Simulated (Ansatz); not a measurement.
# Si2Ni: the cost of one run

Computed with Ansatz 0.2.0 (DFT PBE, scalar-relativistic, plane waves, PAW, unless a step's input says otherwise).

## 1. Starting point

The structure is cubic, space group Fm-3m (No. 225). Conventional cell: a = 5.406 Å, b = 5.406 Å, c = 5.406 Å, α = 90.00°, β = 90.00°, γ = 90.00°. Around Ni (site symmetry m-3m) lie 8 Si at 2.34 Å. Si (site symmetry -43m) is surrounded by 4 Ni at 2.34 Å.

Coordinates:

```cif
data_structure
_symmetry_space_group_name_H-M 'Fm-3m'
_symmetry_Int_Tables_number 225
_cell_length_a 5.4060
_cell_length_b 5.4060
_cell_length_c 5.4060
_cell_angle_alpha 90.000
_cell_angle_beta 90.000
_cell_angle_gamma 90.000
_cell_volume 157.99
loop_
_atom_site_label
_atom_site_type_symbol
_atom_site_symmetry_multiplicity
_atom_site_Wyckoff_symbol
_atom_site_fract_x
_atom_site_fract_y
_atom_site_fract_z
_atom_site_occupancy
Ni1 Ni 4 a 0.00000 0.00000 0.00000 1
Si1 Si 8 c 0.25000 0.75000 0.75000 1
```

## 2. Relaxing cell and atoms: Si2Ni, no spin

input.yaml

```yaml
crystal:
  lattice:
    - [5.406, 0.0, 0.0]
    - [0.0, 5.406, 0.0]
    - [0.0, 0.0, 5.406]
  atoms:
    - { symbol: Ni, position: [0.0, 0.0, 0.0] }
    - { symbol: Ni, position: [0.0, 0.5, 0.5] }
    - { symbol: Ni, position: [0.5, 0.0, 0.5] }
    - { symbol: Ni, position: [0.5, 0.5, 0.0] }
    - { symbol: Si, position: [0.25, 0.25, 0.25] }
    - { symbol: Si, position: [0.75, 0.75, 0.75] }
    - { symbol: Si, position: [0.25, 0.75, 0.75] }
    - { symbol: Si, position: [0.75, 0.25, 0.25] }
    - { symbol: Si, position: [0.75, 0.25, 0.75] }
    - { symbol: Si, position: [0.25, 0.75, 0.25] }
    - { symbol: Si, position: [0.75, 0.75, 0.25] }
    - { symbol: Si, position: [0.25, 0.25, 0.75] }
scf:
  occupations: { method: methfessel_paxton, width: 0.1 }
output:
  forces: true
  stress: true
  eigenvalues: true
  write_density: true
  write_potential: true
  elf: true
  volumetric_format: npy
kpoints:
  mp_grid: { grid: [10, 10, 10] }
hamiltonian:
  xc: pbe
relax:
  f_tol: 0.005
  adjacent_minimum: "off"
  cell: { stress_tol: 0.03, fix: [shape] }
```

Run with:

```console
> ansatz run input.yaml --threads 4 --pin off --max-ram 10240MiB --backend cpu --events-out ev --progress --plain --runs-dir out
```

**Question.** How long does this run take on 4 threads of Intel Xeon 6975P-C (Granite Rapids), shared host, and how much memory does it need?

About 24 s, with a peak of 0.91 GiB.
